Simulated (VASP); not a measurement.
O2CH2: single point with PBE

The system is O2CH2, in a box.

```xyz
5
Lattice="12.6897 0.0000 0.0000 0.0000 13.1897 0.0000 0.0000 0.0000 13.6897" Properties=species:S:1:pos:R:3 pbc="T T T"
O     6.7382    6.5740    5.9725
O     6.2772    5.3934    7.8321
C     6.2370    6.4395    7.2330
H     6.6081    7.4930    5.6661
H     5.7968    7.3766    7.6412
```

* Program: VASP 6.6.1
* Task: single point
* Functional: PBE
* Potentials or basis: VASP PAW PBE potentials, release 64 (O, C, H)
* Cutoff: 400 eV
* k mesh: 1 × 1 × 1
* Occupations: gaussian, width 0.01 eV
* Spin: no spin polarisation
* Further INCAR settings: ALGO = Fast; EDIFF = 1e-06; ISYM = 0

```
Largest force                   : 0.030 eV/Å
Gap between the frontier levels : 5.23 eV
```

Forces in eV/Å, atoms in the order of the input:
```
O   -0.002 -0.020  0.023
O    0.004 -0.015 -0.004
C    0.005 -0.004 -0.009
H   -0.006  0.018  0.001
H   -0.001  0.021 -0.012
```

Levels at points of the mesh, in eV from the valence-band top:
```tsv
k point	band 6	band 7	band 8	band 9	band 10	band 11	band 12	band 13
(0.00, 0.00, 0.00)	-4.21	-2.92	-1.29	0.00	5.23	5.76	6.90	7.00
```

It took 85 s on 1 thread of Intel(R) Xeon(R) Platinum 8488C (Sapphire Rapids), on a shared host, peak memory 1.1 GiB.

Caveat: the standard files for N, O and F lose accuracy on very short bonds. A hybrid or GW would open this gap; PBE tends to underestimate it.
